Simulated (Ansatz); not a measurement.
The system is HfC.

```
Hf C
1.0
     0.00000    2.32500    2.32500
     2.32500    0.00000    2.32500
     2.32500    2.32500    0.00000
Hf C
1 1
Direct
  0.50000 0.50000 0.50000
  0.00000 0.00000 0.00000
```

```yaml
Program: Ansatz 0.2.0
Task: relaxation of cell and atoms
Functional: RPBE
Potentials_or_basis: Ansatz PAW
Cutoff: "420 eV (not typed: the program's choice for these potentials)"
k_mesh: 10 × 10 × 10
Occupations: fermi-dirac, width 0.05 eV
Spin: no spin polarisation
```

At the start: volume 12.57 Å³/atom.

Task: How do energy, volume and symmetry change on relaxing?

Result: It ends after 5 steps and the volume is 12.80 Å³/atom (+1.9 %); space group Fm-3m (No. 225, to 0.05 Å).

Step by step:
```tsv
step	energy change (eV)	largest force (eV/Å)	volume (Å³)
1	0.0000	0.0000	25.14
2	-0.0020	0.0000	25.94
3	-0.0055	0.0000	25.61
4	-0.0055	0.0000	25.60
5	-0.0062	0.0000	25.60
```

Final structure:
```
Hf C
1.0
     0.00000    2.33931    2.33931
     2.33931    0.00000    2.33931
     2.33931    2.33931    0.00000
Hf C
1 1
Direct
  0.50000 0.50000 0.50000
  0.00000 0.00000 0.00000
```

Caveat: the plane-wave basis is chosen anew once the cell has moved, so the energies of steps on either side of that aren't comparable; the PAW data sets come from PBE, with cores solved anew for the run's functional, which leaves a small shift of forces and pressure.
